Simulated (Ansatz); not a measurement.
# Fe: a sweep of LAPW's plane-wave cutoff

One table from this session's results is given with a row withheld; the runs are named, their logs left out.

Computed with Ansatz 0.2.0 (DFT, PBE, all-electron LAPW, scalar-relativistic, unless a step's input says otherwise).

## The starting structure

Symmetry: Fm-3m, No. 225, cubic system. The conventional cell has a = 3.656 Å, b = 3.656 Å, c = 3.656 Å, α = 90.00°, β = 90.00°, γ = 90.00°. Around Fe (site symmetry m-3m) lie 12 Fe at 2.58 Å.

Coordinates:

```
CELL_PARAMETERS angstrom
0.00000 1.82778 1.82778
1.82778 0.00000 1.82778
1.82778 1.82778 0.00000
ATOMIC_POSITIONS crystal
Fe 0.00000 0.00000 0.00000
```

Structure from a Materials Project entry, not relaxed further.

The first run:

input.yaml

```yaml
crystal:
  lattice:
    - [0.0, 1.8277755852, 1.8277755852]
    - [1.8277755852, 0.0, 1.8277755852]
    - [1.8277755852, 1.8277755852, 0.0]
  atoms:
    - { symbol: Fe, position: [0.0, 0.0, 0.0], spin: 3.0 }
magnetization:
  spin_polarized: true
kpoints:
  mp_grid: { grid: [17, 17, 17] }
scf:
  occupations: { method: fermi_dirac, width: 0.03 }
hamiltonian:
  xc: pbe
  pseudopotentials: { kind: all_electron, lapw: { basis_error: 0.00025 } }
output:
  forces: true
  stress: true
  eigenvalues: true
basis:
  ecutwfc: 120
```

Command:

```sh
ansatz run input.yaml --threads 1 --pin off --max-ram 3072MiB --backend cpu --events-out ev --progress --plain --runs-dir out
```

Among the steps run: With plane-wave cutoff typed as 120 eV; With plane-wave cutoff typed as 180 eV; With plane-wave cutoff typed as 400 eV; With plane-wave cutoff typed as 500 eV.

One of the session's tables, all rows but one given; the rest of the session is left out.

It belongs to the step «The sweep in one table». 

```
cutoff (eV)  pressure (GPa)
        120           -0.62
        180               ?
        400           -1.87
        500           -1.87
```

**Question.** Estimate the row for cutoff (eV) = 180.

Worked estimate for «pressure (GPa)». A straight line through the neighbours (120, -0.62) and (400, -1.87) gives -0.62 + (-1.87 + 0.62) × (180 − 120) / (400 − 120) = -0.89; a parabola fitted to 3 rows on both sides gives -1.04.

**Answer.** pressure (GPa): -1.78. In «pressure (GPa)» the line misses by +0.89 and the parabola by +0.74. Between these rows the values bend or scatter more than so simple an estimate can follow.

Energies are those extrapolated to zero smearing.

Limits of these values: Other magnetic orders may lie lower; this is the state that the run reached.
